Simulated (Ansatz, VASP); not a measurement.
# Cu3Au: VASP beside Ansatz

```
Cu Au
1.0
     3.73539    0.00000    0.00000
     0.00000    3.73539    0.00000
     0.00000    0.00000    3.73539
Cu Au
3 1
Direct
  0.00000 0.50000 0.50000
  0.50000 0.50000 0.00000
  0.50000 0.00000 0.50000
  0.00000 0.00000 0.00000
```

Alike in both runs: task relaxation of cell and atoms; functional PBE; dispersion D3(BJ); k mesh 12 × 12 × 12; occupations gaussian, width 0.1 eV; no spin polarisation.

```csv
,VASP,Ansatz
version,VASP 6.6.1,Ansatz 0.2.0
potentials or method,"VASP PAW PBE potentials, release 64 (Cu, Au)","scalar-relativistic, plane waves, PAW"
plane-wave cutoff (eV),600,420
valence electrons in the cell,44,76
```

VASP gave:

```
gap on the k mesh at the Fermi level, each at its own relaxed structure (eV) : none
relaxed volume (Å³/atom)                                                     : 12.90
relaxed cell length with the largest relative difference (Å)                 : 3.722
energy change over the relaxation (meV/atom)                                 : -1
```

Task: Which values does Ansatz return?

Result: gap on the k mesh at the Fermi level, each at its own relaxed structure (eV): none; relaxed volume (Å³/atom): 12.86; relaxed cell length with the largest relative difference (Å): 3.719; energy change over the relaxation (meV/atom): -1.

A gap of «none» marks a metal or a gap that the smearing closes. The two sets of potentials don't hold the same shells in valence.

Caveats: pairwise dispersion overbinds metals, which lowers pressure and volume. The runs have no spin-orbit coupling, so splittings on Au are missing.
